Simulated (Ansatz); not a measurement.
A relaxed cell of SnO is given with its symmetry left out. The cell was relaxed from a distorted copy of a database structure.

The calculation used DFT PBE, scalar-relativistic, plane waves, PAW in Ansatz. Cutoff 420 eV, Γ-centred mesh, Gaussian smearing, no spin polarisation.

```
Sn O
1.0
     3.85273    0.00000    0.00000
     0.00000    3.88336    0.00000
     0.00000    0.00000    5.06928
Sn O
2 2
Direct
  0.50000 0.00000 0.77134
  0.00000 0.50000 0.22866
  0.00000 0.00000 0.00149
  0.50000 0.50000 0.99851
```

Formation energies are uncorrected and refer to the elements' standard structures at the same level (O₂ as a molecule). The references include grey tin.

**Question.** What space group does it have?

**Answer.** Pmmn (No. 59). Conventional cell: a = 3.853 Å, b = 3.883 Å, c = 5.069 Å. Sn has 4 O at 2.25–2.26 Å; O has 4 Sn at 2.25–2.26 Å and 4 O at 2.74 Å.

**Question.** What is its formation energy per atom?

**Answer.** −1.261 eV/atom. Whether it is stable depends on the other phases of the system, which aren't compared here.

**Question.** Is it a metal?

**Answer.** No, the gap on the 10×10×8 mesh is 0.50 eV.

The last run used a 10×10×8 mesh (in the run's order of axes) for its 4-atom cell and Gaussian smearing of 0.02 eV. No dispersion correction is applied, so the spacing and binding between layers, chains or molecules are poorly described. Kohn–Sham gaps at this level usually fall short of measured ones. Symmetry constrained the relaxation, so the result can be a saddle point.
